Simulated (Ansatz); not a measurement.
Runs of Ansatz 0.2.0 on Zn. Symmetry: Fm-3m, No. 225, cubic system. The conventional cell has a = 3.930 Å, b = 3.930 Å, c = 3.930 Å, α = 90.00°, β = 90.00°, γ = 90.00°. Zn (site symmetry m-3m) has 12 Zn at 2.78 Å as nearest neighbours. This isn't the form of Zn at room conditions, which is hcp.

```csv
task,level,cell,cutoff (eV),gap on the mesh (eV),pressure (GPa),relaxed volume (Å³/atom)
single point,r2SCAN0,as given,500,none,-3.4,-
relaxation of cell and atoms,PBEsol0,relaxed,420,none,0.0,(a)
relaxation of cell and atoms,HSEsol,relaxed,420,none,0.0,14.34
relaxation of cell and atoms,HSE06,relaxed,420,none,0.0,(b)
single point,PBE0,as given,420,none,-0.9,-
```

Alike in all rows: potentials or basis Ansatz PAW; no spin polarisation; k mesh 6 × 6 × 6; smearing fermi-dirac 0.05 eV; the mesh is coarse, so values aren't converged.

**Question.** Estimate the missing entries.

**Answer.** (a) 14.33; (b) 15.07.

Caveats: all runs use coarse meshes; the PAW data sets come from PBE, with cores solved anew for the run's functional, which leaves a small shift of forces and pressure; the plane-wave basis is chosen anew once the cell has moved, so the energies of steps on either side of that aren't comparable (some runs); the thresholds are loose for stress (some runs).

A gap of «none» marks a metal or a gap under the smearing width.
